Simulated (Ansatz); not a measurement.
# BaTiO3: the cost of one run

Program: Ansatz 0.2.0. Level of theory: DFT PBE+U, scalar-relativistic, plane waves, PAW. These are calculated values, not measurements.

2 further runs of the same task are left out: 1 that didn't finish, 1 set aside as unsound or not needed.

## (1) The starting structure

The structure is orthorhombic, space group Amm2 (No. 38). The conventional cell has a = 4.008 Å, b = 5.747 Å, c = 5.772 Å, α = 90.00°, β = 90.00°, γ = 90.00°. Ba (site symmetry mm2) has 12 O at 2.79 to 2.98 Å as nearest neighbours. Ti (site symmetry mm2) is surrounded by 6 O at 1.89 to 2.19 Å. O (site symmetry mm2) is surrounded by 2 Ti at 2.01 Å and 4 Ba at 2.79 to 2.98 Å. O (site symmetry m) is surrounded by 2 Ti at 1.89 to 2.19 Å.

Structure file:

```cif
data_structure
_symmetry_space_group_name_H-M 'Amm2'
_symmetry_Int_Tables_number 38
_cell_length_a 4.0082
_cell_length_b 5.7466
_cell_length_c 5.7718
_cell_angle_alpha 90.000
_cell_angle_beta 90.000
_cell_angle_gamma 90.000
_cell_volume 132.95
loop_
_atom_site_label
_atom_site_type_symbol
_atom_site_symmetry_multiplicity
_atom_site_Wyckoff_symbol
_atom_site_fract_x
_atom_site_fract_y
_atom_site_fract_z
_atom_site_occupancy
Ba1 Ba 2 a 0.00000 0.50000 0.50808 1
Ti1 Ti 2 b 0.50000 0.50000 0.01971 1
O1 O 2 a 0.00000 0.50000 0.99163 1
O2 O 4 e 0.50000 0.25540 0.23840 1
```

It is the result of an earlier relaxation at this level (volume 13.29 Å³/atom; gap on the mesh: 2.52 eV).

## (2) The reference cell

Reference values: F = -10156.1309 eV; pressure 0.01 GPa; largest force 0.007 eV/Å; gap on the mesh 2.52 eV. It was computed beforehand with the settings of the runs below.

## (3) Next: moving one atom along a line

Atom 3 (O) is moved by x along the Cartesian unit vector (-0.997, 0.000, 0.081); the cell and all other atoms stay fixed. Forces below are components along that vector, summed over the moved atoms. In a periodic cell its images move with it.

## (4) Point x = -0.100 Å

The input, input.yaml:

```yaml
crystal:
  lattice:
    - [4.0082194746, 0.0, 0.0]
    - [0.0, 2.8732814721, 2.8859183788]
    - [0.0, -2.8732814721, 2.8859183788]
  atoms:
    - { symbol: Ba, position: [0.0, 0.0080771845, 0.0080771845] }
    - { symbol: Ti, position: [0.5, 0.5197092871, 0.5197092871] }
    - { symbol: O, position: [0.0248675349, 0.4902301565, 0.4902301565] }
    - { symbol: O, position: [0.5, 0.4938075372, 0.9829991522] }
    - { symbol: O, position: [0.5, 0.9829991522, 0.4938075372] }
basis:
  ecutwfc: 420
kpoints:
  mp_grid: { grid: [6, 6, 6] }
hamiltonian:
  xc: pbe
  hubbard: { sites: [{ species: Ti, l: d, u_eff: 4.0 }] }
scf:
  occupations: { method: gaussian, width: 0.05 }
output:
  forces: true
  stress: true
  eigenvalues: true
```

Started as:

```sh
$ ansatz run input.yaml --threads 1 --pin off --max-ram 2560MiB --backend cpu --events-out ev --progress --plain --runs-dir out
```

**Question.** How long does this run take on 1 thread of Arm Neoverse V2, shared host, and how much memory does it need?

About 18 s, with a peak of 0.43 GiB.
